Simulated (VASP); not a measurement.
Write the native input for VASP 6.6.1 that does the following.

```
Task                               : single point
Functional                         : HSE(alpha, omega)
Potentials or basis                : VASP PAW PBE potentials, release 64 (Zr_sv, S)
Cutoff                             : 520 eV
k mesh                             : 5 × 5 × 5
Occupations                        : fermi-dirac, width 0.05 eV
Spin                               : no spin polarisation
Screening parameter                : 0.3
Grid for exact exchange (PRECFOCK) : Fast
Further INCAR settings             : ALGO = Normal; EDIFF = 1e-06
```

ZrS:

```
CELL_PARAMETERS angstrom
0.00000 2.62500 2.62500
2.62500 0.00000 2.62500
2.62500 2.62500 0.00000
ATOMIC_POSITIONS crystal
Zr 0.00000 0.00000 0.00000
S 0.50000 0.50000 0.50000
```

One way to write it, as run:

POSCAR

```
ZrS
1.0
    0.0000000000      2.6250000000      2.6250000000
    2.6250000000      0.0000000000      2.6250000000
    2.6250000000      2.6250000000      0.0000000000
Zr S
1 1
Direct
    0.0000000000      0.0000000000      0.0000000000
    0.5000000000      0.5000000000      0.5000000000
```

INCAR.step1

```
ALGO = Normal
EDIFF = 1E-5
ENCUT = 520
GGA = PE
ISIF = 2
ISMEAR = -1
LASPH = T
LREAL = F
LWAVE = T
NELM = 60
PREC = Accurate
SIGMA = 0.05
```

INCAR.step2

```
AEXX = 0.25
ALGO = Normal
EDIFF = 1E-6
ENCUT = 520
GGA = PE
HFSCREEN = 0.3
ISIF = 2
ISMEAR = -1
ISTART = 1
LASPH = T
LCHARG = F
LHFCALC = T
LREAL = F
LWAVE = F
NELM = 60
PREC = Accurate
PRECFOCK = Fast
SIGMA = 0.05
```

KPOINTS

```
k-points
0
Gamma
  5 5 5
```

Potentials or basis: VASP PAW PBE potentials, release 64 (Zr_sv, S).

Launch:

```sh
$ cat potpaw_PBE.64/Zr_sv/POTCAR potpaw_PBE.64/S/POTCAR > POTCAR
$ cp INCAR.step1 INCAR
$ mpirun -np 1 vasp_std > vasp.out
$ cp INCAR.step2 INCAR
$ mpirun -np 1 vasp_std > vasp.out
```

It gave:

| Property | Result |
| --- | --- |
| Pressure | -5.1 GPa |

Caveat: the k mesh is coarse (spacing up to 0.41 Å⁻¹), so the values aren't converged, least of all with exact exchange; the PAW data sets were made with another functional, which shifts forces and pressure a little.

Wall time 2.5 min on 1 thread of Intel(R) Xeon(R) 6975P-C (Granite Rapids), with other jobs on the host, peak memory 0.25 GiB.
